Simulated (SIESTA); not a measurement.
Runs of SIESTA 5.4.2 on Pb. The cell holds a slab with vacuum, 4 atoms: a = 3.480 Å, b = 3.480 Å, c = 23.385 Å, α = 90.00°, β = 90.00°, γ = 120.00°. The slab is cut from a database's or a generator's crystal, which needn't be the stable form of the element.

```tsv
task	level	potentials or basis	spin	broadening (eV)	window from (eV)	window to (eV)	energy points	k mesh for the DOS	energy shift	gap on the mesh (eV)	largest force (eV/Å)	work function (eV)
atomic charges	OLYP	PseudoDojo 0.4 standard (PBE files), TZTP (energy shift 0.01 Ry)	off	-	-	-	-	-	0.01 Ry	none	0.43	3.03
density of states	RGE2	PseudoDojo 0.4 standard (PBE files), DZP (energy shift 0.02 Ry)	collinear, zero start	0.2 eV	-25 eV	10 eV	301	14 × 14 × 1	0.02 Ry	none	(a)	-
atomic charges	PBE-libxc	PseudoDojo 0.4 standard (PBE files), TZ (energy shift 0.003 Ry; two zetas on semicore shells)	off	-	-	-	-	-	0.003 Ry	none	0.35	-
single point	PBE	PseudoDojo 0.4 standard (PBE files), DZP (energy shift 0.003 Ry; two zetas on semicore shells)	off	-	-	-	-	-	0.003 Ry	none	0.36	(b)
```

Alike in all rows: cell as given; k mesh 9 × 9 × 1; smearing fermi-dirac 0.05 eV; grid cutoff 500 Ry.

Question: Estimate the missing entries.

Answer: (a) 0.41; (b) 3.74.

Caveats: the basis of atomic orbitals isn't converged, which shifts pressures, moduli and gaps; the potentials were made for another functional, which shifts forces and pressure (some runs); the basis has no polarisation orbitals (some runs).

A k mesh can miss the band edges, and the runs leave out spin-orbit coupling on Pb.

A gap of «none» marks a metal or a gap under the smearing width.
